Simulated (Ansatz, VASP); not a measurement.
## Fe in VASP and in Ansatz

```
CELL_PARAMETERS angstrom
3.22097 0.00000 0.00000
-1.61048 2.78944 0.00000
0.00000 0.00000 5.31460
ATOMIC_POSITIONS crystal
Fe 0.33333 0.66667 0.43750
Fe 0.66667 0.33333 0.93750
Fe 0.66667 0.33333 0.56250
Fe 0.33333 0.66667 0.06250
```

Alike in both runs: task relaxation of cell and atoms; functional PBEsol; k mesh 6 × 6 × 4; occupations gaussian, width 0.1 eV; no spin polarisation.

|  | VASP | Ansatz |
| --- | --- | --- |
| version | VASP 6.6.1 | Ansatz 0.2.0 |
| potentials or method | VASP PAW PBE potentials, release 64 (Fe) | scalar-relativistic, plane waves, PAW |
| plane-wave cutoff (eV) | 600 | 420 |
| valence electrons in the cell | 32 | 64 |

VASP gave:

- gap on the k mesh at the Fermi level, each at its own relaxed structure (eV): none
- relaxed volume (Å³/atom): 13.71
- relaxed cell length with the largest relative difference (Å): 5.567
- energy change over the relaxation (meV/atom): -155

Problem. What did Ansatz give for the same quantities?

Solution. gap on the k mesh at the Fermi level, each at its own relaxed structure (eV): none; relaxed volume (Å³/atom): 13.45; relaxed cell length with the largest relative difference (Å): 4.809; energy change over the relaxation (meV/atom): -276.

A gap of «none» marks a metal or a gap that the smearing closes. One of these differences is far larger than is usual between the two programs; its cause wasn't traced. The two sets of potentials don't hold the same shells in valence.

Caveats: the k mesh is coarse (spacing up to 0.38 Å⁻¹), so the values aren't converged; the PAW data sets were made with another functional, which shifts forces and pressure a little (VASP); the run has no spin polarisation, though such a crystal can be magnetic. Spin polarisation is off, so any magnetic state and its effect on volume and gap are missing.
